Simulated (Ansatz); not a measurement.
# Contact densities of NbAs against volume

```
Nb As
1.0
     0.00000    2.63760    2.63760
     2.63760    0.00000    2.63760
     2.63760    2.63760    0.00000
Nb As
1 1
Cartesian
  0.0000 0.0000 0.0000
  2.6376 2.6376 2.6376
```

Atoms are numbered in the order listed.

The structure comes from a relaxation in the same program, started in the rocksalt type, and has space group Fm-3m. Whether it is a known phase or the ground state wasn't checked.

The calculation used DFT, PBE, all-electron PAW with datasets made for the crystal, scalar-relativistic in Ansatz 0.2.0.

Sampling and basis: a Γ-centred 11×11×11 k mesh, Fermi–Dirac smearing of 0.05 eV, cutoff 240 eV (chosen by the program for this cell), no spin polarisation.

The contact density is the mean electron density over the nuclear volume; its changes follow the s electrons' response to bonding and compression. Changes below are taken from the unscaled cell, where it is 540952 e/Å³ at Nb1, 235558 e/Å³ at As2.

```tsv
V/V(cell)	P (GPa)	Δρ(0) Nb1 (e/Å³)	Δρ(0) As2 (e/Å³)
0.9405	10.1	?	?
1.0000	0.0	0.00	0.00
1.0600	-7.4	-0.93	?
```

Task: Fill in "Δρ(0) As2 (e/Å³)" for the row "0.9405".

Result: -0.67.

Task: Give the missing entry: row "0.9405", column "Δρ(0) Nb1 (e/Å³)".

Result: 0.95.

Task: Fill in "Δρ(0) As2 (e/Å³)" for the row "1.0600".

Result: 0.97.

The datasets are made afresh for each cell, so very small changes are uncertain.
